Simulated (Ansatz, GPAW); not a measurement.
Nb: energy against volume and a worked fit

```
CELL_PARAMETERS angstrom
0.00000 2.11500 2.11500
2.11500 0.00000 2.11500
2.11500 2.11500 0.00000
ATOMIC_POSITIONS crystal
Nb 0.00000 0.00000 0.00000
```

This isn't the form of Nb at room conditions, which is bcc.

The cell was scaled at fixed shape and fractions and run with Ansatz, all-electron LAPW, scalar-relativistic; PBEsol, k mesh 11 × 11 × 11 on the cell of 1 atom, fermi-dirac occupations of 0.05 eV, no spin polarisation, no spin-orbit coupling. Energies are those that the program minimises, any entropy of the smearing included. For a metal such a mesh isn't converged to the digits shown.

| V (Å³/atom) | energy over the lowest row (meV/atom) |
| --- | --- |
| 17.7864 | 2.46 |
| 18.1649 | 0.00 |
| 18.5433 | 6.11 |
| 18.9217 | 19.96 |
| 19.3002 | 40.78 |
| 19.6786 | ? |
| 20.0570 | 100.62 |

Problem. Fit the third-order Birch-Murnaghan form, give V0, B0 and B′, and predict the energy left open.

Solution. With y = (V0/V)^(2/3), E = E0 + (9 V0 B0/16) [(y - 1)³ B′ + (y - 1)² (6 - 4y)]. Least squares through the rows shown give V0 = 18.0787 Å³/atom, E0 = -0.23 meV, B0 = 177.6 GPa (1 eV/Å³ = 160.218 GPa) and B′ = 4.00, with a largest miss of 0.01 meV. At V = 19.6786 the form with these constants gives 67.88 meV; the run gave 67.88 meV an atom. Other set-ups at this level, from all their volumes (Å³/atom, GPa): GPAW, PAW data sets generated for this functional: V0 18.009, B0 177.4.

The fitted minimum at 18.0787 Å³/atom lies between the two smallest volumes, so only one row samples compression, and B′ rests mostly on the expanded side. The omitted energy falls inside the fitted range. Recovering it shows that the curve is smooth, but is only a weak test of how the form would extrapolate.

The bulk modulus of 177.6 GPa reflects strong d bonding. As a group 5 metal, Nb fills mainly the bonding part of its d band, and expansion weakens the overlap that provides this cohesion. Under compression, the rising kinetic energy of the sp electrons and the repulsion from the cores outweigh the gain in d bonding. These terms climb steeply at short distances, which makes the well asymmetric and B′ positive. The GPAW values are close in both volume and stiffness, which suggests that the treatment of the core matters little here.

A minimum under uniform scaling establishes resistance to volume change only; the fcc lattice could still be unstable to shear, for instance along the tetragonal path towards bcc.
